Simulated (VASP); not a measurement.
Input of a VASP 6.6.1 run:

Contents of POSCAR:

```
I
1.0
    4.2699530326      0.0000000000      0.0000000000
   -2.1349765163      3.6978877992      0.0000000000
    0.0000000000      0.0000000000      2.9292167011
I
1
Direct
    0.0000000000      0.0000000000      0.0000000000
```

File INCAR.step1:

```
ALGO = Normal ; EDIFF = 1E-4
ENCUT = 520 ; GGA = PE
ISMEAR = 0 ; LASPH = True
LCHARG = False ; LREAL = False
LWAVE = True ; NBANDS = 10
NELM = 100 ; PREC = Accurate
SIGMA = 0.1
```

File INCAR.step2:

```
ALGO = Normal ; EDIFF = 1E-7
ENCUT = 520 ; ISIF = 2
ISMEAR = 0 ; ISTART = 1
LASPH = True ; LCHARG = True
LELF = True ; LMIXTAU = True
LREAL = False ; LVHAR = True
LWAVE = False ; METAGGA = R2SCAN
NBANDS = 10 ; NELM = 100
PREC = Accurate ; SIGMA = 0.1
```

Contents of KPOINTS:

```
k-points
0
Gamma
  18 18 16
```

Potentials or basis: VASP PAW PBE potentials, release 64 (I).

Launch:

```sh
$ cat potpaw_PBE.64/I/POTCAR > POTCAR
$ cp INCAR.step1 INCAR
$ mpirun -np 1 vasp_std > vasp.out
$ cp INCAR.step2 INCAR
$ mpirun -np 1 vasp_std > vasp.out
```

Task: Predict the band gap on the k mesh.

Result: None (metal or under the smearing width).

Task: Predict the pressure.

Result: 0.0 GPa.

Stress tensor (GPa, compression positive):
```
-0.01  0.00  0.00
 0.00 -0.01  0.00
 0.00  0.00 -0.09
```

Caveat: the PAW data sets were made with another functional, which shifts forces and pressure a little; an odd number of electrons without spin polarisation forces a metal; a magnetic or distorted state may lie lower. Spin-orbit coupling is left out, which matters for the levels of I.
